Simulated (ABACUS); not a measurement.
Here is an ABACUS 3.10.1 calculation.

The input INPUT:

```
INPUT_PARAMETERS
suffix              Si
calculation         cell-relax
basis_type          pw
pseudo_dir          ./
symmetry            1
dft_functional      MGGA_X_REVTPSS+MGGA_C_REVTPSS
ecutwfc             69
pseudo_rcut         10
nspin               1
nbands              8
ks_solver           dav
smearing_method     fd
smearing_sigma      0.00367493
scf_thr             1e-08
scf_nmax            100
mixing_type         broyden
mixing_beta         0.7
cal_force           1
cal_stress          1
mixing_tau          1
relax_nmax          60
force_thr_ev        0.01
relax_method        cg
out_stru            1
stress_thr          0.2
kpar                4
```

File STRU:

```
ATOMIC_SPECIES
Si 28.0850 Si_ONCV_PBE-1.2.upf

LATTICE_CONSTANT
1.8897261246

LATTICE_VECTORS
0.0000000000 2.7218511865 2.7218511865
2.7218511865 0.0000000000 2.7218511865
2.7218511865 2.7218511865 0.0000000000

ATOMIC_POSITIONS
Cartesian

Si
0.0
2
2.7218511865 2.7218511865 2.7218511865 1 1 1
4.0827767798 4.0827767798 4.0827767798 1 1 1
```

File KPT:

```
K_POINTS
0
Gamma
5 5 5 0 0 0
```

Potentials or basis: SG15 ONCV 1.2 PBE, plane waves.

The run is started by

```console
$ OMP_NUM_THREADS=1 mpirun -np 4 abacus > log
```

(1) Predict the band gap on the k mesh.

(2) Predict the space group after relaxing (to 0.05 Å).

Answers

(1) 0.64 eV, indirect (least direct gap 2.78 eV).

(2) Fd-3m (No. 227).

Caveat: an odd mesh through Γ misses points on the zone boundary, where band edges often lie.
